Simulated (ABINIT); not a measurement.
Here is an ABINIT 10.8.3 (patched build) calculation.

The input run.py:

```python
import json, os
import numpy as np
from ase.optimize import BFGS
from ase.filters import FrechetCellFilter
from ase.units import GPa
from ase.calculators.mixing import SumCalculator
from dftd3.ase import DFTD3
from ase.calculators.abinit import Abinit, AbinitProfile
from ase import Atoms

atoms = Atoms(['Ti', 'Ti', 'Ti'],
              cell=[[4.5673748306, 0.0, 0.0], [-2.2836874153, 3.9554626319, 0.0], [0.0, 0.0, 2.82624427]],
              scaled_positions=[[0.6666666667, 0.3333333333, 0.5], [0.3333333333, 0.6666666667, 0.5], [0.0, 0.0, 0.0]],
              pbc=True)

profile = AbinitProfile(command='abinit', pp_paths=[os.path.abspath('pseudos')])
params = dict(
    pps='pawxml', xc='PBE',
    chksymtnons=0,
    tolsym=1e-05,
    ecut=408.1708,
    pawecutdg=816.3416,
    pawxcdev=0,
    pawovlp=-1,
    kptopt=1,
    ngkpt=[7, 7, 9],
    nshiftk=1,
    shiftk=[0.0, 0.0, 0.0],
    ixc=11,
    nband=22,
    occopt=3,
    tsmear=0.05,
    nstep=100,
    tolvrs=1e-09,
    prtwf=0,
    prtden=0,
    ecutsm=0.5,
)

atoms.calc = SumCalculator([Abinit(profile=profile, directory='run', **params), DFTD3(method='pbe', damping='d3zero')])
opt = BFGS(FrechetCellFilter(atoms), trajectory='opt.traj')
converged = opt.run(fmax=0.02, steps=30)
print('converged', converged)
print('cell (A)', np.round(atoms.cell[:], 5).tolist())
energy = atoms.get_potential_energy()
forces = atoms.get_forces()
stress = atoms.get_stress()
print(f'energy {energy:.6f} eV')
print('forces (eV/A)')
print(np.round(forces, 5))
print('stress (GPa, Voigt, tension positive)', np.round(stress / GPa, 4))
json.dump(dict(energy=energy, forces=forces.tolist(), stress=stress.tolist(), cell=atoms.cell.tolist(), frac=atoms.get_scaled_positions(wrap=False).tolist()), open('results.json', 'w'))
```

Potentials or basis: JTH PAW PBE v2.0.

The run is started by

```sh
$ python run.py
```

Question: What does it give for the band gap on the k mesh?

Answer: None (metal or under the smearing width).

Question: What does it give for the relaxed volume?

Answer: 16.39 Å³/atom.

The path:
| step | energy change (eV) | largest force (eV/Å) | pressure (GPa) | volume (Å³) |
| --- | --- | --- | --- | --- |
| 1 | 0.0000 | 0.0000 | -4.18 | 51.06 |
| 2 | -0.0080 | 0.0000 | -3.52 | 50.74 |
| 3 | -0.0264 | 0.0000 | 0.13 | 49.11 |
| 4 | -0.0261 | 0.0000 | 0.01 | 49.16 |
| 5 | -0.0263 | 0.0000 | -0.02 | 49.17 |

Caveat: the log and the count of SCF iterations are those of the last ABINIT call alone; pairwise dispersion overbinds metals, which lowers pressure and volume.
